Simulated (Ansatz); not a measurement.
Wires are cut from relaxed bulk Si2Ni (Fm-3m, 13.47 Å³/atom, gap on the mesh 0.00 eV); atoms and period are relaxed, and energies count from that bulk.

Level of theory: DFT PBE, scalar-relativistic, plane waves, PAW (Ansatz).

Settings: cutoff 420 eV, Γ-centred mesh 1×1×14 on the computed 24-atom cell, Gaussian smearing of 0.05 eV; no spin polarisation.

Start ([110] wire, 24 host atoms a period):

```xyz
24
Lattice="16.7000 0.0000 0.0000 0.0000 18.8000 0.0000 0.0000 0.0000 3.8515" Properties=species:S:1:pos:R:3 pbc="T T T"
Si    4.4985    8.7191    0.0000
Si   12.2015    8.7191    0.0000
Si   10.2758   14.1660    1.9258
Si   10.2758    8.7191    1.9258
Ni   10.2758   12.8043    0.0000
Ni   10.2758    7.3574    0.0000
Si   10.2758   11.4426    1.9258
Si   10.2758    5.9957    1.9258
Si    4.4985   11.4426    0.0000
Si   12.2015   11.4426    0.0000
Ni    8.3500   10.0809    1.9258
Ni    8.3500    4.6340    1.9258
Si    6.4242   11.4426    1.9258
Si    6.4242    5.9957    1.9258
Si    8.3500   11.4426    0.0000
Si    8.3500    5.9957    0.0000
Ni    4.4985   10.0809    1.9258
Ni   12.2015   10.0809    1.9258
Si    8.3500   14.1660    0.0000
Si    8.3500    8.7191    0.0000
Si    6.4242   14.1660    1.9258
Si    6.4242    8.7191    1.9258
Ni    6.4242   12.8043    0.0000
Ni    6.4242    7.3574    0.0000
```

Problem. What does the relaxation give?

Solution. The free energy falls by 33 meV/atom.

```
excess energy (eV per host atom) : 0.432
line energy (eV/Å)               : 2.736
period (Å)                       : 3.786
gap on the mesh (eV)             : 0
```

Relaxed structure:
```xyz
24
Lattice="16.7000 0.0000 0.0000 0.0000 18.8000 0.0000 0.0000 0.0000 3.7863" Properties=species:S:1:pos:R:3 pbc="T T T"
Si    4.5829    8.7614    0.0000
Si   12.1171    8.7614    0.0000
Si   10.0658   14.0752    1.8931
Si   10.3207    8.7126    1.8931
Ni   10.2601   12.7452    0.0000
Ni   10.2793    7.3901    0.0000
Si   10.3239   11.4164    1.8931
Si   10.2716    6.0599    1.8931
Si    4.5846   11.4034    0.0000
Si   12.1154   11.4034    0.0000
Ni    8.3500   10.0660    1.8931
Ni    8.3500    4.8519    1.8931
Si    6.3761   11.4164    1.8931
Si    6.4284    6.0599    1.8931
Si    8.3500   11.4605    0.0000
Si    8.3500    6.0237    0.0000
Ni    4.5195   10.0664    1.8931
Ni   12.1805   10.0664    1.8931
Si    8.3500   14.1569    0.0000
Si    8.3500    8.6735    0.0000
Si    6.6342   14.0752    1.8931
Si    6.3793    8.7126    1.8931
Ni    6.4399   12.7452    0.0000
Ni    6.4207    7.3901    0.0000
```

Spin polarisation was left out, and a magnetic state may lie lower.

Each run keeps its start's symmetry and one magnetic start, so lower states can exist.

The run took 8.1 min on 4 threads of Intel(R) Xeon(R) Processor @ 2.70GHz, with other jobs on the host, peak memory 3.4 GiB.